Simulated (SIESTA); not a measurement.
## Sc under changes of volume

One of the cells (25.502 Å³/atom); the others are scaled copies at fixed shape and fractional positions:

```xyz
2
Lattice="3.3309 0.0000 0.0000 -1.6655 2.8847 0.0000 0.0000 0.0000 5.3082" Properties=species:S:1:pos:R:3 pbc="T T T"
Sc    1.6655    0.9616    3.9812
Sc    0.0000    1.9231    1.3271
```

| Quantity | Value |
| --- | --- |
| Program | SIESTA 5.4.2 |
| Functional | PBE |
| Potentials or basis | PseudoDojo 0.4 standard (PBE files) |
| Basis | DZP (energy shift 0.002 Ry; radii capped at 9.5 bohr) |
| Grid cutoff | 800 Ry |
| Energy shift | 0.002 Ry |
| k mesh | 9 × 9 × 5 |
| Occupations | fermi-dirac, width 0.05 eV |
| Spin | no spin polarisation |

```tsv
volume (Å³/atom)	energy over the lowest point (meV/atom)	pressure (GPa)
23.502	9.29	2.8
24.002	2.69	1.5
24.502	0.00	0.3
25.502	5.00	-1.8
26.002	?	?
26.502	21.97	-3.5
```

Q: What does the run at 26.002 Å³/atom give?

A: Energy over the lowest point 12.12 meV/atom; pressure -2.7 GPa.

Worked out: A Birch-Murnaghan fit of order 3 (a polynomial in V^(-2/3)) to the other rows has its minimum at 24.62 Å³/atom with B0 = V·E''(V) = 55 GPa and B' = 3.4 at fixed shape and positions, which overstates the stiffness. It gives 12.12 meV/atom at 26.002 Å³/atom, against the run's 12.12, and -dE/dV = -2.7 GPa, against -2.7.

Energies are extrapolated to zero smearing.

Caveats: semicore shells carry a single zeta, which can move pressures by several GPa and volumes by a few percent; the basis of atomic orbitals isn't converged, which shifts pressures, moduli and gaps.
